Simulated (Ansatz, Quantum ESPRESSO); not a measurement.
# LiBr (Fm-3m): Raman and infrared activity, part 2 of 3

Aim: Raman and infrared lines of LiBr (Fm-3m).

Quantum ESPRESSO 8.0 development, patched; DFT LDA, scalar-relativistic, plane waves, PseudoDojo norm-conserving pseudopotentials.

So far. Step 2 (A probe with smearing): A gap of 4.6 eV opens on this mesh, so the crystal is taken as an insulator; the start stands at -2.8 GPa. Step 4 (Ground state): The cell stands at -0.021 GPa, close enough for phonons. The relaxed cell has a = 5.310 Å (conventional setting).

### 5. Zone-centre response

At q = 0 one unit cell holds all displacements; symmetry groups them into irreducible representations that are solved one by one. The response to a field gives ε∞ and the Born charges, which polar modes need. Third-order response adds the Raman tensors.

The input, ph.in:

```
phonons
&inputph
   prefix = 'x'
   outdir = './tmp'
   fildyn = 'g.dyn'
   tr2_ph = 1.0d-18
   epsil = .true.
   lraman = .true.
   elop = .true.
/
0.000000000000 0.000000000000 0.000000000000
```

The run is started by

```console
OMP_NUM_THREADS=1 mpirun -n 2 ph.x -nk 2 -in ph.in > ph.out
```

The log of the run:

```text
[banners, grids, parts of the stress and lines that vanish by symmetry left out]
[banner, memory and clock lines left out]
Program PHONON v.8.0dev

     Dynamical matrices for q-points given in input
     (   1q-points):
       N         xq(1)         xq(2)         xq(3)
       1   0.000000000   0.000000000   0.000000000

     ./tmp/x.save/

     IMPORTANT: XC functional enforced from input :
     Exchange-correlation= PW
                           (   1   4   0   0   0   0   0)
     Any further DFT definition will be discarded
     Please, verify this is what you really want

     G-vector sticks info

     Reading collected, re-writing distributed wavefunctions in ./tmp/

     Number and degeneracy of irreps per q-point
       N         xq(1)         xq(2)         xq(3)   N irreps
       1   0.000000000   0.000000000   0.000000000       2
        3   3

     Calculation of q =    0.0000000   0.0000000   0.0000000

     phonons

     bravais-lattice index     =            2
     lattice parameter (alat)  =      10.0346  a.u.
     unit-cell volume          =     252.6052 (a.u.)^3
     number of atoms/cell      =            2
     number of atomic types    =            2
     kinetic-energy cut-off    =      74.0000  Ry
     charge density cut-off    =     296.0000  Ry
     convergence threshold     =      1.0E-18
     beta                      =       0.7000
     number of iterations used =            4
     Exchange-correlation= PW
                           (   1   4   0   0   0   0   0)

     celldm(1)=   10.03462  celldm(2)=    0.00000  celldm(3)=    0.00000
     celldm(4)=    0.00000  celldm(5)=    0.00000  celldm(6)=    0.00000

     crystal axes: (cart. coord. in units of alat)
               a(1) = ( -0.5000  0.0000  0.5000 )
               a(2) = (  0.0000  0.5000  0.5000 )
               a(3) = ( -0.5000  0.5000  0.0000 )

     reciprocal axes: (cart. coord. in units 2 pi/alat)
               b(1) = ( -1.0000 -1.0000  1.0000 )
               b(2) = (  1.0000  1.0000  1.0000 )
               b(3) = ( -1.0000  1.0000 -1.0000 )

     Atoms inside the unit cell:

     Cartesian axes

     site n.  atom      mass           positions (alat units)
        1  Li      6.9400   tau(    1) = (    0.00000    0.00000    0.00000  )
        2  Br     79.9040   tau(    2) = (   -0.50000    0.50000    0.50000  )

     Computing dynamical matrix for
                    q = (   0.0000000   0.0000000   0.0000000 )

     49 Sym.Ops. (with q -> -q+G )

     G cutoff =  754.9767  (  21595 G-vectors)     FFT grid: ( 40, 40, 40)
     number of k points=    29
                       cart. coord. in units 2pi/alat
        k(    1) = (   0.0000000   0.0000000   0.0000000), wk =   0.0039062
        k(    2) = (  -0.1250000   0.1250000  -0.1250000), wk =   0.0312500
        k(    3) = (  -0.2500000   0.2500000  -0.2500000), wk =   0.0312500
        [... further k-points left out ...]

     PseudoPot. # 1 for Li read from file:
     ./pseudo/Li.upf
     Pseudo is Norm-conserving, Zval =  3.0

     PseudoPot. # 2 for Br read from file:
     ./pseudo/Br.upf
     Pseudo is Norm-conserving + core correction, Zval =  7.0

     Mode symmetry, O_h (m-3m)  point group:

     Electric field:
     Dielectric constant
     Born effective charges as d Force / d E
     Raman tensor
     Electro-optic tensor

     Atomic displacements:
     There are    2 irreducible representations

     Representation     1      3 modes -  To be done

     Representation     2      3 modes -  To be done

     Alpha used in Ewald sum =   2.8000

     Electric Fields Calculation

     The passes end when |ddv_scf|^2 is under  8.7E-20 (on this mesh; tr2_ph alone asks  1.0E-18)

      iter #   1   av.it.:   5.9
      thresh= 1.000E-02 alpha_mix =  0.700 |ddv_scf|^2 =  8.592E-08

      [... iterations left out ...]
      iter #   7   av.it.:  11.6
      thresh= 3.239E-10 alpha_mix =  0.700 |ddv_scf|^2 =  2.395E-20

     End of electric fields calculation

          Dielectric constant in cartesian axis

          (       3.695229443       0.000000000       0.000000000 )
          (       0.000000000       3.695229443      -0.000000000 )
          (       0.000000000      -0.000000000       3.695229443 )

          Effective charges (d Force / dE) in cartesian axis without acoustic sum rule applied (asr)

           atom    1  Li    Mean Z*:        1.21388
      Ex  (        1.21388        0.00000        0.00000 )
      Ey  (        0.00000        1.21388       -0.00000 )
      Ez  (        0.00000        0.00000        1.21388 )
           atom    2  Br    Mean Z*:       -1.21499
      Ex  (       -1.21499       -0.00000        0.00000 )
      Ey  (       -0.00000       -1.21499       -0.00000 )
      Ez  (        0.00000       -0.00000       -1.21499 )

          Effective charges Sum: Mean:       -0.00111
             -0.00111       -0.00000        0.00000
             -0.00000       -0.00111       -0.00000
              0.00000       -0.00000       -0.00111

          Effective charges (d Force / dE) in cartesian axis with asr applied:
           atom    1  Li    Mean Z*:        1.21444
      E*x (        1.21444        0.00000       -0.00000 )
      E*y (        0.00000        1.21444        0.00000 )
      E*z (       -0.00000        0.00000        1.21444 )
           atom    2  Br    Mean Z*:       -1.21444
      E*x (       -1.21444       -0.00000        0.00000 )
      E*y (       -0.00000       -1.21444       -0.00000 )
      E*z (        0.00000       -0.00000       -1.21444 )

     Calling punch_plot_e
     Writing on file  drho

     Computing Pc [DH,Drho] |psi>

     Derivative coefficient:  0.001000    Threshold: 1.00E-12
     Message from routine dhdrhopsi:
     some bands at k + dk did not converge to eth_ns: the Raman tensors may be inaccurate, compare with a run at another eth_ns or dek
     Non-scf  u_k: avg # of iterations = 15.8
     Non-scf Du_k: avg # of iterations = 23.4

          Dielectric constant from finite-differences

          (       3.695223347      -0.000000000      -0.000000000 )
          (      -0.000000000       3.695223347       0.000000000 )
          (      -0.000000000       0.000000000       3.695223347 )

              Electro-optic tensor is defined as
            the derivative of the dielectric tensor
              with respect to one electric field
                 units are Rydberg a.u.

            to obtain the static chi^2 multiply by 1/2

            to convert to pm/Volt multiply per 2.7502

          Electro-optic tensor in cartesian axis:

          (       0.000000000      -0.000000000      -0.000000000 )
          (       0.000000000      -0.000000000       0.000000000 )
          (      -0.000000000      -0.000000000      -0.000000000 )

          (      -0.000000000       0.000000000       0.000000000 )
          (      -0.000000000       0.000000000      -0.000000000 )
          (      -0.000000000      -0.000000000      -0.000000000 )

          (       0.000000000      -0.000000000       0.000000000 )
          (       0.000000000      -0.000000000       0.000000000 )
          (      -0.000000000       0.000000000       0.000000000 )

          Electro-optic tensor: contribution #   1

          (      -0.000000000      -0.000000000       0.000000000 )
          (      -0.000000000       0.000000000      -0.000000000 )
          (       0.000000000      -0.000000000       0.000000000 )

          (       0.000000000      -0.000000000       0.000000000 )
          (      -0.000000000      -0.000000000      -0.000000000 )
          (       0.000000000      -0.000000000       0.000000000 )

          (      -0.000000000       0.000000000      -0.000000000 )
          (       0.000000000       0.000000000      -0.000000000 )
          (      -0.000000000       0.000000000      -0.000000000 )

          Electro-optic tensor: contribution #   2

          (       0.000000000       0.000000000      -0.000000000 )
          (       0.000000000       0.000000000       0.000000000 )
          (      -0.000000000      -0.000000000      -0.000000000 )

          (      -0.000000000      -0.000000000       0.000000000 )
          (       0.000000000      -0.000000000       0.000000000 )
          (      -0.000000000      -0.000000000       0.000000000 )

          (       0.000000000       0.000000000      -0.000000000 )
          (       0.000000000       0.000000000       0.000000000 )
          (      -0.000000000       0.000000000      -0.000000000 )

     Computing Second order response

      iter #   1   av.it.:   8.8
      thresh= 1.000E-02 alpha_mix =  0.700 |ddv_scf|^2 =  1.556E-07

      [... iterations left out ...]
      iter #   8   av.it.:  12.0
      thresh= 7.691E-11 alpha_mix =  0.700 |ddv_scf|^2 =  4.842E-21

          Raman tensor (au^-1) in cartesian axis

           atom      1
          (       0.000000000      -0.000000000       0.000000000 )
          (      -0.000000000      -0.000000000       0.000000000 )
          (       0.000000000       0.000000000       0.000000000 )

          (      -0.000000000       0.000000000      -0.000000000 )
          (      -0.000000000       0.000000000      -0.000000000 )
          (      -0.000000000       0.000000000       0.000000000 )

          (       0.000000000       0.000000000       0.000000000 )
          (      -0.000000000       0.000000000      -0.000000000 )
          (       0.000000000       0.000000000       0.000000000 )

           atom      2
          (       0.000000000      -0.000000000       0.000000000 )
          (       0.000000000      -0.000000000      -0.000000000 )
          (       0.000000000      -0.000000000       0.000000000 )

          (      -0.000000000      -0.000000000      -0.000000000 )
          (      -0.000000000      -0.000000000      -0.000000000 )
          (      -0.000000000      -0.000000000      -0.000000000 )

          (       0.000000000      -0.000000000       0.000000000 )
          (       0.000000000      -0.000000000       0.000000000 )
          (       0.000000000       0.000000000       0.000000000 )

     Raman tensor (A^2)

     atom #    1    pol.  1
      0.495937790322E-23     -0.136655718751E-22      0.297926442744E-22
     -0.384988382463E-22     -0.136655718751E-22      0.495937790322E-23
      0.266884859780E-22      0.266884859780E-22      0.204801693852E-22
     atom #    1    pol.  2
     -0.633321046175E-22      0.495937790322E-23     -0.136655718751E-22
     -0.198738884679E-22      0.173760110888E-22     -0.124893868957E-23
[...]
atom #    1    pol.  3
[...]
atom #    2    pol.  1
[...]
atom #    2    pol.  2
[...]
atom #    2    pol.  3
[...]
0.410524934698E-21      0.636352450761E-22      0.609967105242E-21

     Representation #   1 modes #   1   2   3

     Self-consistent Calculation

     The passes end when |ddv_scf|^2 is under  8.7E-20 (on this mesh; tr2_ph alone asks  1.0E-18)

      iter #   1   av.it.:   6.6
      thresh= 1.000E-02 alpha_mix =  0.700 |ddv_scf|^2 =  1.389E-07

      [... iterations left out ...]
      iter #   7   av.it.:  11.8
      thresh= 4.301E-10 alpha_mix =  0.700 |ddv_scf|^2 =  5.597E-20

     End of self-consistent calculation

     Convergence has been achieved

     Representation #   2 modes #   4   5   6

     Self-consistent Calculation

     The passes end when |ddv_scf|^2 is under  8.7E-20 (on this mesh; tr2_ph alone asks  1.0E-18)

      iter #   1   av.it.:   5.6
      thresh= 1.000E-02 alpha_mix =  0.700 |ddv_scf|^2 =  8.641E-08

      [... iterations left out ...]
      iter #   8   av.it.:  11.6
      thresh= 3.516E-11 alpha_mix =  0.700 |ddv_scf|^2 =  6.712E-22

     End of self-consistent calculation

     Convergence has been achieved

     Number of q in the star =    1
     List of q in the star:
          1   0.000000000   0.000000000   0.000000000

          Dielectric constant in cartesian axis

          (       3.695229443       0.000000000       0.000000000 )
          (       0.000000000       3.695229443      -0.000000000 )
          (       0.000000000      -0.000000000       3.695229443 )

          Effective charges (d Force / dE) in cartesian axis without acoustic sum rule applied (asr)

           atom    1  Li    Mean Z*:        1.21388
      Ex  (        1.21388        0.00000        0.00000 )
      Ey  (        0.00000        1.21388       -0.00000 )
      Ez  (        0.00000        0.00000        1.21388 )
           atom    2  Br    Mean Z*:       -1.21499
      Ex  (       -1.21499       -0.00000        0.00000 )
      Ey  (       -0.00000       -1.21499       -0.00000 )
      Ez  (        0.00000       -0.00000       -1.21499 )

          Effective charges Sum: Mean:       -0.00111
             -0.00111       -0.00000        0.00000
             -0.00000       -0.00111       -0.00000
              0.00000       -0.00000       -0.00111

          Effective charges (d Force / dE) in cartesian axis with asr applied:
           atom    1  Li    Mean Z*:        1.21444
      E*x (        1.21444        0.00000       -0.00000 )
      E*y (        0.00000        1.21444        0.00000 )
      E*z (       -0.00000        0.00000        1.21444 )
           atom    2  Br    Mean Z*:       -1.21444
      E*x (       -1.21444       -0.00000        0.00000 )
      E*y (       -0.00000       -1.21444       -0.00000 )
      E*z (        0.00000       -0.00000       -1.21444 )

     Diagonalizing the dynamical matrix

     q = (    0.000000000   0.000000000   0.000000000 )

 **************************************************************************
     freq (    1) =      -0.007670 [THz] =      -0.255832 [cm-1]
     freq (    2) =      -0.007670 [THz] =      -0.255832 [cm-1]
     freq (    3) =      -0.007670 [THz] =      -0.255832 [cm-1]
     freq (    4) =       5.878646 [THz] =     196.090515 [cm-1]
     freq (    5) =       5.878646 [THz] =     196.090515 [cm-1]
     freq (    6) =       5.878646 [THz] =     196.090515 [cm-1]
 **************************************************************************

     Mode symmetry, O_h (m-3m)  point group:

     freq (   1-   3) =         -0.3  [cm-1]   --> T_1u G_15  G_4- I
     freq (   4-   6) =        196.1  [cm-1]   --> T_1u G_15  G_4- I
```

Run time: 2.9 min. Hardware: 2 MPI ranks of Intel Xeon Platinum 8488C (Sapphire Rapids), shared host; 5.8 min of CPU time.

This step gave:

| Quantity | Value |
| --- | --- |
| miss of the charge sum rule | 0.001110 e |
| largest acoustic frequency at the zone centre before the sum rule | -0.26 cm⁻¹ |
| highest optical zone-centre mode (no LO-TO term) | 196.1 cm⁻¹ |
| lowest optical zone-centre mode | 196.1 cm⁻¹ |
| mean high-frequency dielectric constant | 3.695 |
| largest Born charge in size (third of the trace) | 1.215 e |

Born charge (rows field, columns displacement), before the sum rule (e), principal values of the symmetric part by kind of site:

| atom | atoms with these values | low | middle | high | mean |
| --- | --- | --- | --- | --- | --- |
| Li1 | 1 | 1.21 | 1.21 | 1.21 | 1.21 |
| Br2 | 1 | -1.22 | -1.22 | -1.22 | -1.22 |

In full for Br2:

```
-1.22  0.00  0.00
 0.00 -1.22  0.00
 0.00  0.00 -1.22
```

High-frequency dielectric tensor:

```
3.70 0.00 0.00
0.00 3.70 0.00
0.00 0.00 3.70
```

The acoustic modes at Γ come out as far as 0.3 cm⁻¹ from zero, where they should vanish, a small numerical error; the Born charges miss their sum rule by 0.0011 e, which is good.

### 6. Zone-centre analysis

A rigid shift of the crystal must cost nothing, but grids and finite bases break this; the acoustic sum rule is imposed before the matrix is diagonalised again. With Born charges the intensities follow, and the static dielectric tensor.

The input, dynmat.in:

```
&input
   fildyn = 'g.dyn'
   asr = 'simple'
   fileig = 'dynmat.eig'
   lperm = .true.
/
```

The run is started by

```console
dynmat.x -in dynmat.in > dynmat.out
```

The log of the run:

```text
[banner, memory and clock lines left out]
Program DYNMAT v.8.0dev

     Reading Dynamical Matrix from file g.dyn
     ...Force constants read
     ...epsilon and Z* read
     ...Raman cross sections read
     A direction for q was not specified:TO-LO splitting will be absent

     Polarizability (A^3 units)
     multiply by 0.526757 for Clausius-Mossotti correction (not under assume_isolated = 'mt')
         8.028449    0.000000    0.000000
         0.000000    8.028449   -0.000000
         0.000000   -0.000000    8.028449

     IR activities are in (D/A)^2/amu units

# mode   [cm-1]    [THz]      IR
    1     -0.00   -0.0000    0.0000
    2     -0.00   -0.0000    0.0000
    3      0.00    0.0000    0.0000
    4    196.10    5.8789    5.3288
    5    196.10    5.8789    5.3288
    6    196.10    5.8789    5.3288

Electronic dielectric permittivity tensor (relative, adimensional)
         3.695229    0.000000    0.000000
         0.000000    3.695229   -0.000000
         0.000000   -0.000000    3.695229

 ... with zone-center polar mode contributions
        11.590877    0.000000    0.000000
         0.000000   11.590877    0.000000
         0.000000    0.000000   11.590877
```

The job ended after 0.67 s (1 thread).

Read from the output:

```
mean static dielectric constant : 11.59
```

Unit eigenvectors of the mass-weighted matrix after the sum rule; no LO-TO term. Modes at Γ, with each element's share of the kinetic energy:

| mode | frequency (cm⁻¹) | symmetry | Li % | Br % |
| --- | --- | --- | --- | --- |
| 1 | 0.0 | acoustic | 8 | 92 |
| 2 | 0.0 | acoustic | 8 | 92 |
| 3 | 0.0 | acoustic | 8 | 92 |
| 4 | 196.1 | T1u | 92 | 8 |
| 5 | 196.1 | T1u | 92 | 8 |
| 6 | 196.1 | T1u | 92 | 8 |

Displacements in mode 4 (196.1 cm⁻¹), the largest set to 1:
```
Li1  0.00  0.00  1.00
Br2  0.00  0.00 -0.09
```

Degenerate modes summed, no LO-TO term. Lines of the infrared spectrum (strongest = 100):

| position (cm⁻¹) | lines merged | label | IR intensity, relative |
| --- | --- | --- | --- |
| 196 | 3 | T1u | 100 |

Static dielectric tensor (ions relaxed, fixed cell):

```
11.59  0.00  0.00
 0.00 11.59  0.00
 0.00  0.00 11.59
```

The rule moves no optical mode by more than 0.1 cm⁻¹.

### 7. Sum rules set otherwise (asr no)

Without the rule the raw error of the acoustic modes shows.

The input, dynmat.in:

```
&input
   fildyn = 'g.dyn'
   asr = 'no'
   fileig = 'dynmat.eig'
   lperm = .true.
/
```

The run is started by

```console
dynmat.x -in dynmat.in > dynmat.out
```

The log of the run:

```text
[banner, memory and clock lines left out]
Program DYNMAT v.8.0dev

     Reading Dynamical Matrix from file g.dyn
     ...Force constants read
     ...epsilon and Z* read
     ...Raman cross sections read
     A direction for q was not specified:TO-LO splitting will be absent

     Polarizability (A^3 units)
     multiply by 0.526757 for Clausius-Mossotti correction (not under assume_isolated = 'mt')
         8.028449    0.000000    0.000000
         0.000000    8.028449   -0.000000
         0.000000   -0.000000    8.028449

     IR activities are in (D/A)^2/amu units

# mode   [cm-1]    [THz]      IR
    1     -0.26   -0.0077    0.0000
    2     -0.26   -0.0077    0.0000
    3     -0.26   -0.0077    0.0000
    4    196.09    5.8786    5.3247
    5    196.09    5.8786    5.3247
    6    196.09    5.8786    5.3247

Electronic dielectric permittivity tensor (relative, adimensional)
         3.695229    0.000000    0.000000
         0.000000    3.695229   -0.000000
         0.000000   -0.000000    3.695229

 ... with zone-center polar mode contributions
        11.585453    0.000000   -0.000000
         0.000000   11.585453   -0.000000
        -0.000000   -0.000000   11.585453
```

The job ended after 0.67 s (1 thread).

Zone-centre frequencies as printed; negative means imaginary. Modes:

| mode | frequency (cm⁻¹) |
| --- | --- |
| 1 | -0.26 |
| 2 | -0.26 |
| 3 | -0.26 |
| 4 | 196.1 |
| 5 | 196.1 |
| 6 | 196.1 |

Against the first rule no mode moves by more than 0.3 cm⁻¹.

(Continued in part 3 of 3.)

[Host names and launcher messages were left out of these logs when they were recorded.]

[Logs are printed without paths, hosts, clocks, repeated set-up lines and the standing remarks that a program may print on its own settings, such as how far it seeks lower states.]

[Hosts, paths, dates, database ids (printed as entryN), source tags and the programs' standing remarks are cut or masked in the printed files.]
